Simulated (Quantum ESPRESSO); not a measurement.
Runs of Quantum ESPRESSO 7.5 on FePt (Tetraferroplatinum). Symmetry: P4/mmm, No. 123, tetragonal system. The conventional cell has a = 2.724 Å, b = 2.724 Å, c = 3.720 Å, α = 90.00°, β = 90.00°, γ = 90.00°. Around Pt (site symmetry 4/mmm) lie 8 Fe at 2.68 Å and 4 Pt at 2.72 Å. Fe (site symmetry 4/mmm) is surrounded by 8 Pt at 2.68 Å and 4 Fe at 2.72 Å. 

```tsv
task	level	potentials or basis	U	cell	k mesh	cutoff (eV)	smearing	SCF threshold	form of the LDA correlation	symmetry	k mesh for the Wannier functions	start of the occupations	mesh quality	gap on the mesh (eV)	pressure (GPa)	moment (μB)	V0 of scaled cells (Å³/atom)	B0 (GPa)
phonons	PBE	JTH 2.0 PBE	-	relaxed	8 × 8 × 6	490	cold 0.2 eV	4e-10 Ry	-	-	-	-	not flagged	none	-	3.36	-	-
equation of state	PBEsol	PseudoDojo 0.4.1 SR PBEsol standard	-	as given	7 × 7 × 5	1225	fermi-dirac 0.05 eV	4e-10 Ry	-	-	-	-	coarse	-	-	-	(c)	221
phonons	LDA	JTH 2.0 LDA	-	relaxed	8 × 8 × 6	490	methfessel-paxton 0.2 eV	4e-10 Ry	PW92	-	-	-	not flagged	none	-	3.18	-	-
real-space fields	OLYP	GBRV 1.5 PBE	-	as given	10 × 10 × 7	612	fermi-dirac 0.05 eV	4e-10 Ry	-	-	-	-	not flagged	none	2.3	3.43	-	-
phonons	PBEsol	GBRV 1.5 PBEsol	-	relaxed	7 × 7 × 5	612	gaussian 0.2 eV	4e-10 Ry	-	-	-	-	coarse	none	-0.1	3.25	-	-
equation of state	r2SCAN	SG15 PBE 1.2	-	as given	4 × 4 × 3	952	fermi-dirac 0.05 eV	1e-08 Ry	-	off	-	-	coarse	-	-	-	13.90	(a)
band structure	PBE	PseudoDojo 0.4.1 SR PBE standard	-	as given	10 × 10 × 7	1225	fermi-dirac 0.05 eV	4e-10 Ry	-	-	-	-	not flagged	none	4.1	3.36	-	-
Wannier functions	PBE	JTH 2.0 PBE	-	as given	8 × 8 × 5	490	fermi-dirac 0.05 eV	4e-10 Ry	-	-	6 × 6 × 4	-	coarse	none	-	3.30	-	-
band structure	LDA	PseudoDojo 0.4.1 SR LDA standard	-	as given	10 × 10 × 7	1225	fermi-dirac 0.05 eV	4e-10 Ry	PW92	-	-	-	not flagged	none	-12.6	3.25	-	-
band structure	PBEsol	PseudoDojo 0.4.1 SR PBEsol standard	-	as given	10 × 10 × 7	1225	fermi-dirac 0.05 eV	4e-10 Ry	-	-	-	-	not flagged	none	(b)	3.34	-	-
Hubbard U by linear response	PBE+U	JTH 2.0 PBE	Fe d U = 0.0001 eV, Pt d U = 0.0001 eV	as given	8 × 8 × 6	490	methfessel-paxton 0.2 eV	4e-10 Ry	-	-	-	default	not flagged	none	-	3.35	-	-
```

Alike in all rows: spin collinear, ferromagnetic start.

Fill in the values left out.

(a) 218; (b) -5.5; (c) 13.47.

Caveats: some runs use coarse meshes; the cutoff lies well under what these potentials need, so the values aren't converged (some runs); the cutoff is low for these files, which shifts pressure and relaxed volume (some runs); the mesh is thin for the phonons of a metal (some runs); the cell was scaled at fixed shape and fractional positions, which overstates the stiffness of a crystal with free parameters, most of all of layers and chains (some runs); the potentials were made for another functional, which shifts forces and pressure (some runs); before the sum rule the acoustic modes lie tens of cm⁻¹ from zero, a sign that the density grid also shifts the optical modes (some runs); the Wannier minimisation didn't converge (some runs).

A k mesh can miss the band edges, and the runs leave out spin-orbit coupling on Pt.

A gap of «none» marks a metal or a gap under the smearing width.

Not every run made on this cell is shown here.
